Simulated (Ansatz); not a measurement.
**SrO: band gap under strain**

Aim: follow the gap of SrO (rocksalt) through these states: -0.6 % equal strain in all directions; -1.7 % strain along [111] alone; +2.5 % biaxial strain in x and y, free along z. The table at the end shows which levels were run.

Program: Ansatz 0.2.0. PAW datasets, plane waves. Computed at 0 K without zero-point motion; spin polarisation is off.

## Step 1: The cell

The unstrained cell was relaxed with r2SCAN; in each strained cell the atoms were relaxed again with r2SCAN. Names of k-points are those of the unstrained zone, where strain can split equivalent points. First state: -0.6 % equal strain in all directions.

Space group Fm-3m (No. 225), cubic; a = 5.128 Å in the conventional setting, 16.85 Å³ an atom. Sr has 6 O at 2.56 Å; O has 6 Sr at 2.56 Å.

As a file:

```cif
data_structure
_symmetry_space_group_name_H-M 'P 1'
_symmetry_Int_Tables_number 1
_cell_length_a 3.6259
_cell_length_b 3.6259
_cell_length_c 3.6259
_cell_angle_alpha 60.000
_cell_angle_beta 60.000
_cell_angle_gamma 60.000
_cell_volume 33.71
loop_
_atom_site_label
_atom_site_type_symbol
_atom_site_fract_x
_atom_site_fract_y
_atom_site_fract_z
_atom_site_occupancy
Sr1 Sr 0.00000 0.00000 0.00000 1
O1 O 0.50000 0.50000 0.50000 1
```

## Step 2: -0.6 % equal strain in all directions: PBE

The input, input.yaml:

```yaml
crystal:
  lattice:
    - [0.0, 2.5638969941, 2.5638969941]
    - [2.5638969941, 0.0, 2.5638969941]
    - [2.5638969941, 2.5638969941, 0.0]
  atoms:
    - { symbol: Sr, position: [0.0, 0.0, 0.0] }
    - { symbol: O, position: [0.5, 0.5, 0.5] }
kpoints:
  mp_grid: { grid: [8, 8, 8] }
  band_path:
    path:
      - [0.0, 0.0, 0.0]
      - [0.5, 0.0, 0.5]
      - [0.625, 0.25, 0.625]
      - [0.375, 0.375, 0.75]
      - [0.5, 0.5, 0.5]
      - [0.5, 0.25, 0.75]
    npoints: 1
hamiltonian:
  xc: pbe
scf:
  occupations: { method: fermi_dirac, width: 0.02 }
  n_extra_bands: 4
output:
  forces: true
  stress: true
  eigenvalues: true
```

After this run come: -0.6 % equal strain in all directions: r2SCAN; -0.6 % equal strain in all directions: HSE06; -1.7 % strain along [111] alone: PBE; -1.7 % strain along [111] alone: r2SCAN; -1.7 % strain along [111] alone: HSE06; +2.5 % biaxial strain in x and y, free along z: PBE; +2.5 % biaxial strain in x and y, free along z: r2SCAN; +2.5 % biaxial strain in x and y, free along z: HSE06.

Q: Predict the outcome of this session.

As calculated:

Least gap in eV (negative: overlap):

```
                                         state   PBE  r2SCAN  HSE06
         -0.6 % equal strain in all directions  3.31    3.79   4.79
               -1.7 % strain along [111] alone  3.29    3.77   4.77
+2.5 % biaxial strain in x and y, free along z  3.17    3.64   4.64
```

In words: Where both were run, the HSE06 gap lies +1.48 eV from PBE's, each on its own k points. In PBE the gap is least under +2.5 % biaxial strain in x and y, free along z (3.17 eV) and largest under -0.6 % equal strain in all directions (3.31 eV).
